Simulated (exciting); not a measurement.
# Sb (P6_3/mmc) in exciting: further runs

Aim: see how the results for Sb move with the level of theory and the settings. Levels: PW91+D2, LDA-HL. Tasks: band structure, density of states.

All numbers are computed with exciting (release sodium); they aren't measurements. Logs are shortened: lines on timing, memory, paths and dates and some standing lists are left out, and cuts for length are marked.

### 1 The structure

It takes space group P6_3/mmc (No. 194, hexagonal). The conventional cell has a = 3.355 Å, b = 3.355 Å, c = 5.470 Å, α = 90.00°, β = 90.00°, γ = 120.00°. Sb (site symmetry -6m2) has 12 Sb at 3.35 Å as nearest neighbours.

This isn't the form of Sb at room conditions, which is rhombohedral.

### 2 Band structure, PW91+D2, spin-orbit coupling, no magnetisation

Contents of input.xml:

```xml
<input>
  <title>Sb</title>
  <structure speciespath="./" tshift="false">
    <crystal scale="6.3391475473">
      <basevect>1.000000000005 0.000000000000 0.000000000000</basevect>
      <basevect>-0.500000000003 0.866025403781 0.000000000000</basevect>
      <basevect>0.000000000000 0.000000000000 1.630677533387</basevect>
    </crystal>
    <species speciesfile="Sb.xml" rmt="2.3">
      <atom coord="0.666666666700 0.333333333300 0.750000000000"/>
      <atom coord="0.333333333300 0.666666666700 0.250000000000"/>
    </species>
  </structure>
  <groundstate do="fromscratch" ngridk="7 7 3" rgkmax="8" gmaxvr="14" lmaxapw="10" lmaxmat="10" lmaxvr="8" stype="Gaussian" swidth="0.00183747" nempty="46" ValenceRelativity="iora*" epsengy="1e-05" epspot="1e-05" maxscl="60" outputlevel="normal">
    <libxc exchange="XC_GGA_X_PW91" correlation="XC_GGA_C_PW91"/>
    <spin spinorb="true"/>
  </groundstate>
  <properties>
    <bandstructure>
      <plot1d>
        <path steps="120">
          <point coord="0 0 0" label="G"/>
          <point coord="0.5 0 0" label="M"/>
          <point coord="0.3333333333 0.3333333333 0" label="K"/>
          <point coord="0 0 0" label="G"/>
          <point coord="0 0 0.5" label="A"/>
          <point coord="0.5 0 0.5" label="L"/>
          <point coord="0.3333333333 0.3333333333 0.5" label="H"/>
          <point coord="0 0 0.5" label="A" breakafter="true"/>
          <point coord="0.5 0 0.5" label="L"/>
          <point coord="0.5 0 0" label="M" breakafter="true"/>
          <point coord="0.3333333333 0.3333333333 0" label="K"/>
          <point coord="0.3333333333 0.3333333333 0.5" label="H"/>
        </path>
      </plot1d>
    </bandstructure>
    <dos nwdos="300" winddos="-0.6 0.5" inttype="tetra" ngrdos="100" nsmdos="2"/>
    <chargedensityplot>
      <plot3d>
        <box grid="17 17 28">
          <origin coord="0 0 0"/>
          <point coord="1 0 0"/>
          <point coord="0 1 0"/>
          <point coord="0 0 1"/>
        </box>
      </plot3d>
    </chargedensityplot>
    <elfplot>
      <plot3d>
        <box grid="17 17 28">
          <origin coord="0 0 0"/>
          <point coord="1 0 0"/>
          <point coord="0 1 0"/>
          <point coord="0 0 1"/>
        </box>
      </plot3d>
    </elfplot>
    <exccplot>
      <plot3d>
        <box grid="17 17 28">
          <origin coord="0 0 0"/>
          <point coord="1 0 0"/>
          <point coord="0 1 0"/>
          <point coord="0 0 1"/>
        </box>
      </plot3d>
    </exccplot>
    <DFTD2/>
  </properties>
</input>
```

Potentials or basis: all-electron LAPW+lo, shipped species files, valence relativity iora*.

Started as:

```
$ OMP_NUM_THREADS=1 exciting_smp
```

INFO.OUT:

```text
================================================================================
EXCITING SODIUM started
[... 10 lines left out ...]

 Lattice vectors (cartesian) :
      6.3391475473      0.0000000000      0.0000000000
     -3.1695737737      5.4898628143      0.0000000000
      0.0000000000      0.0000000000     10.3371054862

 Reciprocal lattice vectors (cartesian) :
      0.9911719613      0.5722533987     -0.0000000000
      0.0000000000      1.1445067973      0.0000000000
      0.0000000000     -0.0000000000      0.6078283051

 Unit cell volume                           :     359.7421289569
 Brillouin zone volume                      :       0.6895222813

 Species :    1 (Sb)
     parameters loaded from                 :    Sb.xml
     name                                   :    antimony
     nuclear charge                         :     -51.00000000
     electronic charge                      :      51.00000000
     atomic mass                            :  221954.90190000
     muffin-tin radius                      :       2.30000000
     # of radial points in muffin-tin       :     400

     atomic positions (lattice) :
       1 :   0.66666667  0.33333333  0.75000000
       2 :   0.33333333  0.66666667  0.25000000

 Total number of atoms per unit cell        :       2

 Spin treatment                             :    spin-polarised
 Spin-orbit coupling is included
 Global magnetic field (cartesian) :        0.00000000   0.00000000   0.00000000
 non-collinear magnetisation

 Number of Bravais lattice symmetries       :      24
 Number of crystal symmetries               :      12

 k-point grid                               :       7    7    3
 Total number of k-points                   :      20
 k-point set is reduced with crystal symmetries

 R^MT_min * |G+k|_max (rgkmax)              :       8.00000000
 Species with R^MT_min                      :       1 (Sb)
 Maximum |G+k| for APW functions            :       3.47826087
 Maximum |G| for potential and density      :      14.00000000

 G-vector grid sizes                        :      30    30    48
 Total number of G-vectors                  :   16673

 Maximum angular momentum used for
     APW functions                          :      10
     computing H and O matrix elements      :      10
     potential and density                  :       8
     inner part of muffin-tin               :       2

 Total nuclear charge                       :    -102.00000000
 Total electronic charge                    :     102.00000000
 Total core charge                          :      72.00000000
 Total valence charge                       :      30.00000000

 Number of empty states                     :      46
 Total number of valence states             :     124

 Maximum Hamiltonian size                   :     298
 Maximum number of plane-waves              :     270
 Total number of local-orbitals             :      28

 Exchange-correlation type                  :     100
     libxc; exchange: Perdew & Wang 91; correlation: Perdew & Wang 91 (see libxc for references)

 Smearing scheme                            :    Gaussian
 Smearing width                             :       0.00183747

[... 17 lines left out ...]
+ SCF iteration number :    1                                                  +
++++++++++++++++++++++++++++++++++++++++++++++++++++++++++++++++++++++++++++++++
 Total energy                               :    -12968.22585202
 _______________________________________________________________
 Fermi energy                               :         0.29955309
 Kinetic energy                             :     13687.14253825
 Coulomb energy                             :    -26311.96612088
 Exchange energy                            :      -337.42278256
 Correlation energy                         :        -5.97948683
 No external B-field energy in total energy

 DOS at Fermi energy (states/Ha/cell)       :       228.15532227

 Electron charges :
     core                                   :        72.00000000
     core leakage                           :         0.00751682
     valence                                :        30.00000000
     interstitial                           :         5.83435983
     charge in muffin-tin spheres :
                  atom     1    Sb          :        48.08282009
                  atom     2    Sb          :        48.08282009
     total charge in muffin-tins            :        96.16564017
     total charge                           :       102.00000000

 Moments :
     interstitial                 :    -0.00000000    -0.00000000     0.00000000
     moment in muffin-tin spheres :
         atom     1    Sb         :    -0.00000000     0.00000000     0.00000000
         atom     2    Sb         :    -0.00000000     0.00000000     0.00000000
     total moment in muffin-tins  :    -0.00000000     0.00000000     0.00000000
     total moment                 :    -0.00000000     0.00000000     0.00000000

++++++++++++++++++++++++++++++++++++++++++++++++++++++++++++++++++++++++++++++++
+ SCF iteration number :    2                                                  +
++++++++++++++++++++++++++++++++++++++++++++++++++++++++++++++++++++++++++++++++
 Total energy                               :    -12968.48354277
 _______________________________________________________________
 Fermi energy                               :         0.29638939
 Kinetic energy                             :     13686.52614934
 Coulomb energy                             :    -26311.60925120
 Exchange energy                            :      -337.42104268
 Correlation energy                         :        -5.97939822
 No external B-field energy in total energy

 DOS at Fermi energy (states/Ha/cell)       :       227.55008493

 Electron charges :
     core                                   :        72.00000000
     core leakage                           :         0.00750209
     valence                                :        30.00000000
     interstitial                           :         5.82648335
     charge in muffin-tin spheres :
                  atom     1    Sb          :        48.08675832
                  atom     2    Sb          :        48.08675832
     total charge in muffin-tins            :        96.17351665
     total charge                           :       102.00000000

 Moments :
     interstitial                 :     0.00000000     0.00000000    -0.00000000
     moment in muffin-tin spheres :
         atom     1    Sb         :     0.00000000    -0.00000000    -0.00000000
         atom     2    Sb         :     0.00000000    -0.00000000    -0.00000000
     total moment in muffin-tins  :     0.00000000    -0.00000000    -0.00000000
     total moment                 :     0.00000000     0.00000000    -0.00000000

 RMS change in effective potential (target) :  0.779243E-01  ( 0.100000E-04)
 Absolute change in total energy   (target) :  0.257691      ( 0.100000E-04)
 Charge distance                   (target) :  0.210514E-03  ( 0.100000E-04)
[... 544 lines left out ...]
 Moments :
     interstitial                 :     0.00000000     0.00000000    -0.00000000
     moment in muffin-tin spheres :
         atom     1    Sb         :    -0.00000000     0.00000000     0.00000000
         atom     2    Sb         :    -0.00000000     0.00000000     0.00000000
     total moment in muffin-tins  :    -0.00000000     0.00000000     0.00000000
     total moment                 :     0.00000000     0.00000000    -0.00000000

 RMS change in effective potential (target) :  0.143844E-07  ( 0.100000E-04)
 Absolute change in total energy   (target) :  0.780226E-05  ( 0.100000E-04)
 Charge distance                   (target) :  0.346220E-08  ( 0.100000E-04)

++++++++++++++++++++++++++++++++++++++++++++++++++++++++++++++++++++++++++++++++
+ SCF iteration number :   18                                                  +
++++++++++++++++++++++++++++++++++++++++++++++++++++++++++++++++++++++++++++++++
 Total energy                               :    -12969.12941407
 _______________________________________________________________
 Fermi energy                               :         0.28688012
 Kinetic energy                             :     13684.97021804
 Coulomb energy                             :    -26310.70729363
 Exchange energy                            :      -337.41322754
 Correlation energy                         :        -5.97911094
 No external B-field energy in total energy

 DOS at Fermi energy (states/Ha/cell)       :       224.01313142

 Electron charges :
     core                                   :        72.00000000
     core leakage                           :         0.00747267
     valence                                :        30.00000000
     interstitial                           :         5.80970339
     charge in muffin-tin spheres :
                  atom     1    Sb          :        48.09514830
                  atom     2    Sb          :        48.09514830
     total charge in muffin-tins            :        96.19029661
     total charge                           :       102.00000000

 Moments :
     interstitial                 :     0.00000000     0.00000000     0.00000000
     moment in muffin-tin spheres :
         atom     1    Sb         :     0.00000000    -0.00000000    -0.00000000
         atom     2    Sb         :     0.00000000    -0.00000000    -0.00000000
     total moment in muffin-tins  :     0.00000000    -0.00000000    -0.00000000
     total moment                 :     0.00000000     0.00000000     0.00000000

 RMS change in effective potential (target) :  0.614674E-08  ( 0.100000E-04)
 Absolute change in total energy   (target) :  0.885707E-05  ( 0.100000E-04)
 Charge distance                   (target) :  0.321422E-08  ( 0.100000E-04)

++++++++++++++++++++++++++++++++++++++++++++++++++++++++++++++++++++++++++++++++
| Convergency criteria checked for the last 2 iterations                       +
| Convergence targets achieved. Performing final SCF iteration                 +
++++++++++++++++++++++++++++++++++++++++++++++++++++++++++++++++++++++++++++++++
 Total energy                               :    -12969.12943167
 _______________________________________________________________
 Fermi energy                               :         0.28688011
 Kinetic energy                             :     13684.97021212
 Coulomb energy                             :    -26310.70730463
 Exchange energy                            :      -337.41322820
 Correlation energy                         :        -5.97911096
 No external B-field energy in total energy

 DOS at Fermi energy (states/Ha/cell)       :       224.01319761

 Electron charges :
     core                                   :        72.00000000
     core leakage                           :         0.00747267
     valence                                :        30.00000000
     interstitial                           :         5.80970344
     charge in muffin-tin spheres :
                  atom     1    Sb          :        48.09514828
                  atom     2    Sb          :        48.09514828
     total charge in muffin-tins            :        96.19029656
     total charge                           :       102.00000000

 Moments :
     interstitial                 :     0.00000000     0.00000000    -0.00000000
     moment in muffin-tin spheres :
         atom     1    Sb         :    -0.00000000    -0.00000000     0.00000000
         atom     2    Sb         :    -0.00000000    -0.00000000     0.00000000
     total moment in muffin-tins  :    -0.00000000    -0.00000000     0.00000000
     total moment                 :     0.00000000     0.00000000    -0.00000000

++++++++++++++++++++++++++++++++++++++++++++++++++++++++++++++++++++++++++++++++
[... 12 lines left out ...]
| EXCITING SODIUM stopped                                                      =
================================================================================
```

Wall time 4.6 min (1 thread of Arm Neoverse V2, shared host); peak memory 0.22 GiB.

What came out:

```
Band gap on the k mesh                            : none (metal or under the smearing width)
All electrons inside the program's atomic spheres : Sb 48.10 (radii Sb 2.3 bohr)
Dispersion energy per atom                        : -0.386 eV
```

Levels at the corners of the path, in eV from the Fermi level:
| point | band 24 | band 25 | band 26 | band 27 | band 28 | band 29 | band 30 | band 31 | band 32 | band 33 |
| --- | --- | --- | --- | --- | --- | --- | --- | --- | --- | --- |
| Γ | -9.09 | -5.76 | -5.76 | 3.33 | 3.34 | 4.01 | 4.01 | 4.61 | 4.62 | 5.69 |
| M | -8.00 | -4.25 | -4.25 | -3.03 | -3.03 | -2.16 | -2.16 | -0.03 | -0.03 | 0.49 |
| K | -8.08 | -4.38 | -4.38 | -2.29 | -2.29 | -1.91 | -1.91 | -1.05 | -1.05 | -0.64 |
| Γ | -9.09 | -5.76 | -5.76 | 3.33 | 3.34 | 4.01 | 4.01 | 4.61 | 4.62 | 5.69 |
| A | -11.66 | -0.72 | -0.72 | -0.72 | -0.72 | 4.13 | 4.13 | 4.13 | 4.13 | 4.85 |
| L | -8.43 | -5.26 | -5.26 | -5.26 | -5.26 | 1.52 | 1.52 | 1.52 | 1.52 | 2.09 |
| H | -7.78 | -4.32 | -4.32 | -4.09 | -4.09 | -3.28 | -3.28 | -2.97 | -2.97 | 3.04 |
| A | -11.66 | -0.72 | -0.72 | -0.72 | -0.72 | 4.13 | 4.13 | 4.13 | 4.13 | 4.85 |
| L | -8.43 | -5.26 | -5.26 | -5.26 | -5.26 | 1.52 | 1.52 | 1.52 | 1.52 | 2.09 |
| M | -8.00 | -4.25 | -4.25 | -3.03 | -3.03 | -2.16 | -2.16 | -0.03 | -0.03 | 0.49 |
| K | -8.08 | -4.38 | -4.38 | -2.29 | -2.29 | -1.91 | -1.91 | -1.05 | -1.05 | -0.64 |
| H | -7.78 | -4.32 | -4.32 | -4.09 | -4.09 | -3.28 | -3.28 | -2.97 | -2.97 | 3.04 |

States per cell in windows of 1 eV (zero at the Fermi level; states under -8 eV left out):
```
from (eV)  total
     -8.0   0.66
     -7.0   0.00
     -6.0   0.17
     -5.0   1.14
     -4.0   1.28
     -3.0   0.98
     -2.0   1.10
     -1.0   1.25
      0.0   1.42
      1.0   1.55
      2.0   1.49
      3.0   1.17
      4.0   0.48
      5.0   0.69
      6.0   0.98
      7.0   1.65
```

Caveat: the k mesh is coarse (spacing up to 0.38 Å⁻¹), so the values aren't converged; total energies with spin-orbit coupling aren't reliable in this program, so none is listed and the log's shouldn't be used; the dispersion energy is computed afterwards and isn't part of the total energy; the tetrahedron DOS on this energy grid can lose part of the weight of narrow d or f bands.

### 3 Density of states, LDA-HL

Contents of run_exciting.py:

```python
import subprocess
import xml.etree.ElementTree as ET
from ase.io import read
from ase.units import Bohr

atoms = read("POSCAR")
rmt = {'Sb': 2.3}  # bohr
tasks = """
<groundstate do="fromscratch" ngridk="3 3 2" rgkmax="8" gmaxvr="14" lmaxapw="10" lmaxmat="10" lmaxvr="8" stype="Gaussian" swidth="0.00499791" nempty="10" ValenceRelativity="iora*" epsengy="1e-05" epspot="1e-05" maxscl="60" outputlevel="high">
  <libxc exchange="XC_LDA_X" correlation="XC_LDA_C_HL"/>
</groundstate>
<properties>
  <dos nwdos="200" winddos="-0.8 0.6" inttype="tetra" ngrdos="100" nsmdos="1" lmirep="true"/>
</properties>
"""

root = ET.Element("input")
ET.SubElement(root, "title").text = "Sb"
structure = ET.SubElement(root, "structure", speciespath="./", tshift="false")
crystal = ET.SubElement(structure, "crystal", scale="1.0")
for vector in atoms.cell / Bohr:
    ET.SubElement(crystal, "basevect").text = " ".join(f"{x:.12f}" for x in vector)
symbols = atoms.get_chemical_symbols()
for element in dict.fromkeys(symbols):
    species = ET.SubElement(structure, "species", speciesfile=element + ".xml", rmt=str(rmt[element]))
    for symbol, position in zip(symbols, atoms.get_scaled_positions(wrap=False)):
        if symbol == element:
            ET.SubElement(species, "atom", coord=" ".join(f"{x:.12f}" for x in position))
root.extend(ET.fromstring("<tasks>" + tasks + "</tasks>"))
ET.indent(root)
ET.ElementTree(root).write("input.xml")
subprocess.run(["exciting_smp"], check=True)
```

Contents of POSCAR:

```
Sb
1.0
    3.3545324186      0.0000000000      0.0000000000
   -1.6772662093      2.9051102923      0.0000000000
    0.0000000000      0.0000000000      5.4701606500
Sb
2
Direct
    0.6666666667      0.3333333333      0.7500000000
    0.3333333333      0.6666666667      0.2500000000
```

Potentials or basis: all-electron LAPW+lo, shipped species files, valence relativity iora*.

Started as:

```
$ OMP_NUM_THREADS=1 python run_exciting.py
```

It took 18 s on 1 thread of Arm Neoverse V2, shared host; peak memory 0.14 GiB.

These settings aren't checked as converged (typed here: ngridk = 3 × 3 × 2): the numbers below hold their error.

What came out:

| Item | Value |
| --- | --- |
| Band gap on the k mesh | none (metal or under the smearing width) |
| All electrons inside the program's atomic spheres | Sb 48.11 (radii Sb 2.3 bohr) |
| Density of states at the Fermi level | 1.89 states/eV per cell |

Caveat: the k mesh is coarse (spacing up to 0.72 Å⁻¹), so the values aren't converged; the tetrahedron DOS on this energy grid can lose part of the weight of narrow d or f bands.
